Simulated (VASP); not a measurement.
The system is ZrH.

```
Zr H
1.0
     3.16695    0.00000    0.00000
     0.00000    3.16695    0.00000
     0.00000    0.00000    3.01661
Zr H
1 1
Cartesian
  0.0000 0.0000 0.0000
  1.5835 1.5835 0.0000
```

The cell was built by a generator and needn't be a form met in nature.

- Program: VASP 6.6.1
- Task: relaxation of cell and atoms
- Functional: PBE
- Potentials or basis: VASP PAW PBE potentials, release 64 (Zr_sv, H)
- Cutoff: 520 eV
- k mesh: 7 × 7 × 7
- Occupations: gaussian, width 0.15 eV
- Spin: no spin polarisation

At the start: pressure -8.2 GPa; volume 15.13 Å³/atom.

**Question.** How do energy, volume and symmetry change on relaxing?

**Answer.** Over 7 steps the energy falls by 66.2 meV/atom and the volume is 14.03 Å³/atom (-7.3 %); space group P4/mmm (No. 123, to 0.05 Å).

The path:
```tsv
step	energy change (eV)	largest force (eV/Å)	pressure (GPa)	volume (Å³)
1	0.0000	0.0000	-8.17	30.26
2	-0.1233	0.0000	2.29	26.97
3	-0.1264	0.0000	1.36	27.33
4	-0.1265	0.0000	1.15	27.41
5	-0.1263	0.0000	0.79	27.50
6	-0.1304	0.0000	0.15	27.76
7	-0.1324	0.0000	-0.21	28.06
```

Final structure:
```
Zr H
1.0
     3.00966    0.00000    0.00000
     0.00000    3.00966    0.00000
     0.00000    0.00000    3.09731
Zr H
1 1
Direct
  0.00000 0.00000 0.00000
  0.50000 0.50000 0.00000
```
